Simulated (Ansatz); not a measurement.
Results of LDA (PAW; Ansatz, a quantum-chemistry and plane-wave program) for spinel MgAl2O4.

Numerical settings: plane-wave cutoff 520 eV, 8×8×8 k mesh, Fermi–Dirac smearing 0.01 eV, scalar-relativistic PAW data made under PBE.

Equation-of-state points:

| V (Å³/atom) | E − E_lowest (meV/atom) | P (GPa) |
|---|---|---|
| 8.854 | 10.00 | 8.99 |
| 9.039 | 2.41 | 4.27 |
| 9.223 | 0.00 | 0.00 |
| 9.407 | 2.26 | -3.85 |
| 9.592 | 8.73 | -7.34 |

Q: Estimate the bulk modulus from the pressures at 9.039 and 9.407 Å³/atom, and compare it with a fit to all energies.

A: B = −V dP/dV. Between V = 9.039 and 9.407 Å³/atom, dP/dV = (-3.85 − (4.27))/(9.407 − 9.039) = -22.1 GPa per Å³/atom; at the midpoint 9.223 Å³/atom this gives B ≈ 204 GPa. The third-order Birch–Murnaghan fit gives V0 = 9.223 Å³/atom, B0 = 203 GPa, B′ = 4.1, which lies within 1 % of that estimate.

Shape and atoms are relaxed at each volume.

Measured, for comparison: bulk modulus 195 GPa (300 K, copied from a table, unchecked, not corrected to a static lattice; as tabulated in BurnMan's mineral tables); equilibrium volume per atom 9.40 Å³/atom (0 K, fit to 77–300 K taken to 0 K; as tabulated in Grimes and Al-Ajaj (1992), doi:10.1088/0953-8984/4/30/004). Computed less measured: bulk modulus not scored (unchecked), equilibrium volume per atom -1.9 %. A static lattice is as a rule a little smaller and stiffer than an uncorrected measurement, which can account for part of this in the bulk modulus.

It cost around 5 core-minutes (rough) of CPU time.
